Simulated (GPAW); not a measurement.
Runs of GPAW 26.7.0 on SiC (Moissanite). Symmetry: P6_3mc, No. 186, hexagonal system. The conventional cell has a = 3.076 Å, b = 3.076 Å, c = 5.048 Å, α = 90.00°, β = 90.00°, γ = 120.00°. Around Si (site symmetry 3m) lie 4 C at 1.87 to 1.94 Å. C (site symmetry 3m) is surrounded by 4 Si at 1.87 to 1.94 Å. 

```csv
task,level,potentials or basis,cell,k mesh,cutoff (eV),smearing,optimizer,fmax,max steps,target pressure,band path,mesh quality,gap on the mesh (eV),pressure (GPa),largest force (eV/Å)
relaxation of cell and atoms,WC,"PAW data sets generated in the run's folder for this functional, pw",relaxed to -1 GPa,7 × 7 × 4,800,fermi-dirac 0.05 eV,FIRE,0.01 eV/Å,100,-1 GPa,-,not flagged,2.48,-0.9,0.01
band structure,GLLB-SC,"the program's PAW data sets (release 1.2.1) made for this functional, pw",as given,7 × 7 × 4,800,fermi-dirac 0.05 eV,-,-,-,-,"GMKGALHA,LM,KH",not flagged,3.88,-,-
band structure,vdW-DF,"GPAW PAW data sets (gpaw-data 1.2.1), pw",as given,7 × 7 × 4,800,fermi-dirac 0.05 eV,-,-,-,-,"GMKGALHA,LM,KH",not flagged,-,-,0.80
relaxation of cell and atoms,PBEsol+D3(BJ),"PAW data sets generated in the run's folder for this functional, pw",relaxed,7 × 7 × 4,800,fermi-dirac 0.05 eV,FIRE,0.02 eV/Å,100,-,-,not flagged,(a),-0.2,0.02
electron localisation function,WC,"PAW data sets generated in the run's folder for this functional, pw",as given,5 × 5 × 3,680,fermi-dirac 0.01 eV,-,-,-,-,-,coarse,2.71,1.5,(b)
```

Alike in all rows: no spin polarisation.

Task: Fill in the values left out.

Result: (a) 2.41; (b) 0.75.

Caveats: some runs use coarse meshes; an odd mesh through Γ misses points on the zone boundary, where band edges often lie (some runs); later steps reuse the first step's grids (some runs); the GLLB-SC gap is the Kohn-Sham gap of the path plus the derivative discontinuity (some runs); a model potential gives levels but no total energy (some runs); the PAW data sets were made with another functional, which shifts forces and pressure a little (some runs); the cutoff is short for stress and forces, so pressures can be off by a GPa or more (some runs).

Runs at the PBE level aren't shown here.
